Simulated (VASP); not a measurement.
C, 6 atoms in the cell. The cell holds a slab with vacuum, 6 atoms: a = 2.470 Å, b = 2.470 Å, c = 21.824 Å, α = 90.00°, β = 90.00°, γ = 120.00°. 

| Item | Value |
| --- | --- |
| Program | VASP 6.6.1 |
| Task | relaxation of the atoms |
| Functional | PBE |
| Dispersion | D3(BJ) |
| Potentials or basis | VASP PAW PBE potentials, release 64 (C) |
| Cutoff | 520 eV |
| k mesh | 9 × 9 × 1 |
| Occupations | fermi-dirac, width 0.05 eV |
| Spin | no spin polarisation |
| Dipole correction | yes |
| Atoms held fixed (from 0) | [0, 1] |
| Further INCAR settings | ALGO = Normal; EDIFF = 1e-07; IBRION = 2; EDIFFG = -0.02; NSW = 60 |

Potentials or basis: VASP PAW PBE potentials, release 64 (C).

Run with:

```sh
$ cat potpaw_PBE.64/C/POTCAR > POTCAR
$ mpirun -np 1 vasp_std > vasp.out
```

Hardware: 1 thread of Intel(R) Xeon(R) 6975P-C (Granite Rapids), on a shared host.

Question: Estimate the wall time of this run.

Answer: Wall time 50 s on 1 thread of Intel(R) Xeon(R) 6975P-C (Granite Rapids), with other jobs on the host, peak memory 0.22 GiB. Counts: scf iterations 40, k points 12, ion steps 3.
